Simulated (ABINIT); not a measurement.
Input of an ABINIT 10.8.3 (patched build) run:

File run.abi:

```
ndtset 2

pp_dirpath "./"
pseudos "Bi.upf"

acell 3*1.0
rprim
    -3.7443610401     3.7443610401     3.7443610401
     3.7443610401    -3.7443610401     3.7443610401
     3.7443610401     3.7443610401    -3.7443610401
ntypat 1
znucl 83
natom 1
typat 1
xcart
     0.0000000000     0.0000000000     0.0000000000 Angstrom

ecut 35.0

ixc 7

occopt 3
tsmear 0.05 eV

nstep 100

iomode 3
prtwf 0
prteig 0
prtebands 0
enunit 1
prtden1 1

kptopt1 1
ngkpt1 9 9 9
nshiftk1 1
shiftk1 0.0 0.0 0.0
nband1 12
tolvrs1 1.0e-10

iscf2 -2
getden2 1
nband2 16
nbdbuf2 2
tolwfr2 1.0e-12
kptopt2 -5
ndivsm2 8
prteig2 1
prtvol2 -3
kptbounds2
     0.0000000000     0.0000000000     0.0000000000
     0.5000000000    -0.5000000000     0.5000000000
     0.0000000000     0.0000000000     0.5000000000
     0.0000000000     0.0000000000     0.0000000000
     0.2500000000     0.2500000000     0.2500000000
     0.5000000000    -0.5000000000     0.5000000000
```

Potentials or basis: PseudoDojo NC SR LDA v0.4.1 standard.

Run with:

```sh
$ abinit run.abi > log 2>&1
```

(1) Estimate the band gap on the k mesh.

(2) Predict the pressure.

Answers

(1) none (metal or under the smearing width).

(2) -3.3 GPa.

Caveat: spin-orbit coupling is left out, which moves the levels of the heavy elements.
